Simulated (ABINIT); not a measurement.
Runs of ABINIT 10.8.3 (patched build) on ZrN. The structure is cubic, space group Fm-3m (No. 225). Conventional cell: a = 4.600 Å, b = 4.600 Å, c = 4.600 Å, α = 90.00°, β = 90.00°, γ = 90.00°. Zr (site symmetry m-3m) has 6 N at 2.30 Å as nearest neighbours. Around N (site symmetry m-3m) lie 6 Zr at 2.30 Å. 

```csv
task,level,k mesh,cutoff (eV),fine-grid cutoff,mesh quality,gap on the mesh (eV),V0 of scaled cells (Å³/atom),B0 (GPa)
single point,PBE,4 × 4 × 4,680,1278.94 eV,coarse,none,-,-
equation of state,BP86+D3,10 × 10 × 10,680,1278.94 eV,not flagged,-,11.65,(a)
band structure,RPBE,10 × 10 × 10,680,1278.94 eV,not flagged,none,-,-
single point,r2SCAN,8 × 8 × 8,816,1414.99 eV,not flagged,none,-,-
equation of state,PBE+D3,10 × 10 × 10,680,1278.94 eV,not flagged,-,11.86,262
```

Alike in all rows: potentials or basis JTH PAW PBE v2.0; no spin polarisation; cell as given; smearing fermi-dirac 0.05 eV.

Task: Fill in the values left out.

Result: (a) 274.

Caveats: some runs use coarse meshes; the PAW data sets were made with another functional, which shifts forces and pressure a little (some runs); pressures at fixed basis lie under the slope of the energies (some runs).

A k mesh can miss the band edges, and the runs leave out spin-orbit coupling on Zr.

A gap of «none» marks a metal or a gap under the smearing width.
